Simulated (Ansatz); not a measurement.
**Na in Ansatz: convergence with smearing width**

Crystal: Na.

```xyz
2
Lattice="3.7670 0.0000 0.0000 -1.8835 3.2623 0.0000 0.0000 0.0000 6.1540" Properties=species:S:1:pos:R:3 pbc="T T T"
Na    1.8835    1.0874    4.6155
Na    0.0000    2.1749    1.5385
```

This isn't the form of Na at room conditions, which is bcc.

| Item | Value |
| --- | --- |
| Program | Ansatz 0.2.0 |
| Task | convergence study |
| Functional | PBEsol |
| Potentials or basis | Ansatz PAW |
| Cutoff | 420 eV (not typed: the program's choice for these potentials) |
| k mesh | 7 × 7 × 4 |
| Occupations | methfessel-paxton, width 0.3 eV |
| Spin | no spin polarisation |

These are the settings of the first run; the series varies smearing width, with any setting tied to it.

Hardware: 2 threads of Intel(R) Xeon(R) Processor @ 2.50GHz (Skylake/Cascade Lake), with other jobs on the host.

```
smearing width  energy less the tightest run, at zero smearing (meV/atom)  SCF cycles  CPU time (s)  peak memory (GiB)
        0.3 eV                                                       0.21           6           2.3               0.31
        0.2 eV                                                      -0.35           6           2.1               0.31
       0.15 eV                                                      -0.39           6           2.3               0.31
        0.1 eV                                                      -0.32           6           2.3               0.31
       0.05 eV                                                      -0.23           6           2.4               0.31
      0.025 eV                                                      -0.09           6           2.3               0.32
       0.01 eV                                                      -0.02           6           2.2               0.32
      0.005 eV                                                       0.00           6           2.3               0.32
```

Against the tightest run, the energy stays within 1 meV/atom from 0.3 eV on. Narrower smearing needs a denser k mesh, so at a fixed mesh the narrowest width isn't the most accurate. The tightest run that finished is the yardstick and may itself not be fully converged.
